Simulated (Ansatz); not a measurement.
The system is Pt.

```xyz
2
Lattice="2.7607 0.0000 0.0000 -1.3803 2.3908 0.0000 0.0000 0.0000 4.7921" Properties=species:S:1:pos:R:3 pbc="T T T"
Pt    0.0000    1.5939    1.1980
Pt    1.3803    0.7969    3.5941
```

This isn't the form of Pt at room conditions, which is fcc.

Base run:

```yaml
Program: Ansatz 0.2.0
Functional: PBEsol
Potentials_or_basis: all-electron LAPW, non-relativistic
Cutoff: 273 eV
Density_cutoff: 1091 eV
Basis_error_allowed: 0.001 eV/atom
k_mesh: 11 × 11 × 6
Occupations: fermi-dirac, width 0.05 eV
Spin: no spin polarisation
```

Its results: pressure 20.8 GPa.

Problem. The run is repeated on the same cell with these changes: potentials or basis from all-electron LAPW, non-relativistic to all-electron PAW datasets made for the crystal. What comes out?

Solution. Pressure -10.7 GPa.

Caveats: relativity is left out, which matters for the heavier elements (some runs).

Not every run made on this cell is shown here.
